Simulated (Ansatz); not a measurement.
(001) slab cut from the bulk of TiAl3, I4/mmm (No. 139); the slab's formula is Ti3Al7:

```yaml
crystal:
  lattice:
    - [3.82400, 0.00000, 0.00000]
    - [0.00000, 3.82400, 0.00000]
    - [0.00000, 0.00000, 23.56383]
  atoms:
    - { symbol: Ti, position: [0.50000, 0.50000, 0.31828] }
    - { symbol: Al, position: [0.00000, 0.00000, 0.31828] }
    - { symbol: Al, position: [0.00000, 0.50000, 0.40914] }
    - { symbol: Al, position: [0.50000, 0.00000, 0.40914] }
    - { symbol: Ti, position: [0.00000, 0.00000, 0.50000] }
    - { symbol: Al, position: [0.50000, 0.50000, 0.50000] }
    - { symbol: Al, position: [0.50000, 0.00000, 0.59086] }
    - { symbol: Al, position: [0.00000, 0.50000, 0.59086] }
    - { symbol: Ti, position: [0.50000, 0.50000, 0.68172] }
    - { symbol: Al, position: [0.00000, 0.00000, 0.68172] }
```

Computed with DFT r2SCAN, scalar-relativistic, plane waves, PAW in Ansatz. Settings: cutoff 500 eV, Γ-centred mesh 9×9×1 on the computed 10-atom cell, Gaussian smearing of 0.10 eV; no spin polarisation. The cell repeats along c with a dipole correction in the vacuum.

(1) What forces act on the atoms?

Spin polarisation was left out, and a magnetic state may lie lower.

Results:

(1)
| atom | Fx (eV/Å) | Fy (eV/Å) | Fz (eV/Å) |
| --- | --- | --- | --- |
| Ti1 | 0.000 | 0.000 | 0.226 |
| Al2 | 0.000 | 0.000 | -0.020 |
| Al3 | 0.000 | 0.000 | -0.149 |
| Al4 | 0.000 | 0.000 | -0.149 |
| Ti5 | 0.000 | 0.000 | 0.000 |
| Al6 | 0.000 | 0.000 | 0.000 |
| Al7 | 0.000 | 0.000 | 0.149 |
| Al8 | 0.000 | 0.000 | 0.149 |
| Ti9 | 0.000 | 0.000 | -0.226 |
| Al10 | 0.000 | 0.000 | 0.020 |

Cost: 1 run of about 1 core-minutes, on Arm Neoverse V1 (shared hosts).